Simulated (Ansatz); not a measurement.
The system is ZrB2.

```
Zr B
1.0
     3.17000    0.00000    0.00000
    -1.58500    2.74530    0.00000
     0.00000    0.00000    3.53300
Zr B
1 2
Direct
  0.00000 0.00000 0.00000
  0.66667 0.33333 0.50000
  0.33333 0.66667 0.50000
```

| Quantity | Value |
| --- | --- |
| Program | Ansatz 0.2.0 |
| Task | relaxation of cell and atoms |
| Functional | PBEsol |
| Dispersion | D3(BJ)+ATM |
| Potentials or basis | SPMS NC |
| Cutoff | 789 eV |
| Density cutoff | 3157 eV |
| k mesh | 10 × 10 × 8 |
| Occupations | methfessel-paxton, width 0.1 eV |
| Spin | no spin polarisation |

At the start: volume 10.25 Å³/atom.

Task: How do energy, volume and symmetry change on relaxing?

Result: Over 6 steps the energy falls by 8.5 meV/atom and the volume is 9.92 Å³/atom (-3.2 %); space group P6/mmm (No. 191, to 0.05 Å).

The path:
```tsv
step	energy change (eV)	largest force (eV/Å)	volume (Å³)
1	0.0000	0.0000	30.75
2	-0.0159	0.0000	29.28
3	-0.0261	0.0000	29.73
4	-0.0268	0.0000	29.77
5	-0.0268	0.0000	29.75
6	-0.0256	0.0000	29.75
```

Final structure:
```yaml
crystal:
  lattice:
    - [3.13766, 0.00000, 0.00000]
    - [-1.56883, 2.71729, 0.00000]
    - [0.00000, 0.00000, 3.48976]
  atoms:
    - { symbol: Zr, position: [0.00000, 0.00000, 0.00000] }
    - { symbol: B, position: [0.66667, 0.33333, 0.50000] }
    - { symbol: B, position: [0.33333, 0.66667, 0.50000] }
```
